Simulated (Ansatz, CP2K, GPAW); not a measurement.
# Cd: 4 runs at one level of theory

```
Cd
1.0
     2.97887    0.00000    0.00000
    -1.48944    2.57978    0.00000
     0.00000    0.00000    5.61765
Cd
2
Direct
  0.66667 0.33333 0.75000
  0.33333 0.66667 0.25000
```

Alike in all runs: task single point; functional RPBE; k mesh 10 × 10 × 5; occupations gaussian, width 0.02 eV; no spin polarisation; no spin-orbit coupling. Pressure is positive in compression and, in plane waves, holds the error of the finite cutoff, which Ansatz's Pulay term estimates and takes out.

```tsv
program and potentials	plane-wave cutoff (eV)	notes	pressure (GPa)
Ansatz, Ansatz PAW	420	potentials made for PBE, which Ansatz adapts in part; 20 valence electrons an atom on average; Pulay term of +0.07 GPa included	5.57
GPAW, the program's PAW data sets (release 1.2.1) made for this functional	600	12 valence electrons an atom on average	4.99
Ansatz, all-electron LAPW, scalar-relativistic	-	-	?
CP2K, POTENTIAL_UZH Cd GTH-PBE-q12; TZVP-MOLOPT-PBE-GTH basis	-	atomic basis; potentials made for PBE; 12 valence electrons an atom on average	5.38
```

Q: Estimate from the other rows what the run with Ansatz, all-electron LAPW, scalar-relativistic gave.

A: Pressure 5.56 GPa. The other rows, which needn't bracket it: pressure 4.99 to 5.57.
